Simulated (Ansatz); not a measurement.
# HfO₂, one structure, two calculations

Cell: an entry of the Crystallography Open Database (COD), ions relaxed with PBE at fixed cell.

Space group Pbca (No. 61); a = 5.0598, b = 10.0172, c = 5.2276 Å.

| site | Wyckoff | site symmetry | x | y | z |
| --- | --- | --- | --- | --- | --- |
| Hf | 8c | 1 | 0.7451 | 0.8845 | 0.9649 |
| O9 | 8c | 1 | 0.8705 | 0.7907 | 0.6240 |
| O17 | 8c | 1 | 0.5029 | 0.9764 | 0.2617 |

One atom of each set is listed.

First run. The numbers come from a DFT calculation in Ansatz (PBE, plane waves and PAW, scalar-relativistic, 420 eV cutoff, Γ-centred 5×3×5 k-points, Fermi–Dirac smearing 0.02 eV).

| site | V_zz (10²¹ V/m²) | η |
| --- | --- | --- |
| Hf | 11.47 | 0.25 |
| O9 | -2.85 | 0.49 |
| O17 | -1.49 | 0.69 |

Second run. The same atoms and settings, except that spin–orbit coupling is included (fully relativistic PAW files).

Q: What does the second run give?

A: 

| site | V_zz | η | change of V_zz |
| --- | --- | --- | --- |
| Hf | 11.62 | 0.24 | +0.15 |
| O9 | -2.87 | 0.48 | -0.02 |
| O17 | -1.49 | 0.69 | 0.00 |

The largest change of V_zz is on Hf, from 11.47 to 11.62. In per cent, |V_zz| changes by +1 on Hf, 0 to +1 on O (all sites that start above 0.5).

For the first run: At this cell the PBE pressure is 6 GPa, so with PBE the cell would grow if it were relaxed.
For the second run: At this cell the PBE pressure is 5 GPa, so with PBE the cell would grow if it were relaxed.
